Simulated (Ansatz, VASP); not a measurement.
# Si in VASP and in Ansatz

Contents of POSCAR:

```
Si
1.0
    0.0000000000      2.3081495000      2.7154700000
    2.7154700000      0.0000000000      2.7154700000
    2.7154700000      2.3081495000      0.0000000000
Si
2
Direct
    0.5000000000      0.5000000000      0.5000000000
    0.7500000000      0.7500000000      0.7500000000
```

Contents of INCAR.step1:

```
ALGO = Normal
EDIFF = 1E-4
ENCUT = 520
GGA = PE
ISMEAR = 0
LASPH = True
LCHARG = False
LREAL = False
LWAVE = True
NBANDS = 11
NELM = 60
PREC = Accurate
SIGMA = 0.05
```

Contents of INCAR.step2:

```
ALGO = Normal
EDIFF = 1E-7
ENCUT = 520
ISIF = 2
ISMEAR = 0
ISTART = 1
LASPH = True
LCHARG = True
LELF = True
LMIXTAU = True
LREAL = False
LVHAR = True
LWAVE = False
METAGGA = R2SCAN
NBANDS = 11
NELM = 60
PREC = Accurate
SIGMA = 0.05
```

Contents of KPOINTS:

```
k-points
0
Gamma
  10 10 10
```

Input for Ansatz:

```yaml
crystal:
  lattice:
    - [0.0, 2.3081495, 2.71547]
    - [2.71547, 0.0, 2.71547]
    - [2.71547, 2.3081495, 0.0]
  atoms:
    - { symbol: Si, position: [0.5, 0.5, 0.5] }
    - { symbol: Si, position: [0.75, 0.75, 0.75] }
basis:
  ecutwfc: 500
kpoints:
  mp_grid: { grid: [10, 10, 10] }
hamiltonian:
  xc: r2scan
scf:
  occupations: { method: gaussian, width: 0.05 }
output:
  forces: true
  stress: true
  eigenvalues: true
```

Change from the starting cell: strain -0.1500 x Voigt [0, 1, 0, 0, 0, 0], atoms carried along.

Alike in both runs: task single point; functional r2SCAN; k mesh 10 × 10 × 10; occupations gaussian, width 0.05 eV; no spin polarisation.

```csv
,VASP,Ansatz
version,VASP 6.6.1,Ansatz 0.2.0
potentials or method,"VASP PAW PBE potentials, release 64 (Si)","scalar-relativistic, plane waves, PAW"
plane-wave cutoff (eV),520,500
valence electrons in the cell,8,8
```

|  | VASP | Ansatz | Ansatz less VASP |
| --- | --- | --- | --- |
| gap on the k mesh at the Fermi level (eV) | none | none | - |
| pressure (GPa) | 20.8 | 21.1 | +0.28 |
| largest component of the traceless stress (GPa) | 6.14 | 5.99 | -0.151 |

A gap of «none» marks a metal or a gap that the smearing closes.

Caveats: so large a pressure means that the cell lies far from this level's equilibrium, or that cutoff or potentials fall short (VASP); the potentials were made for another functional, which shifts forces and pressure (VASP).
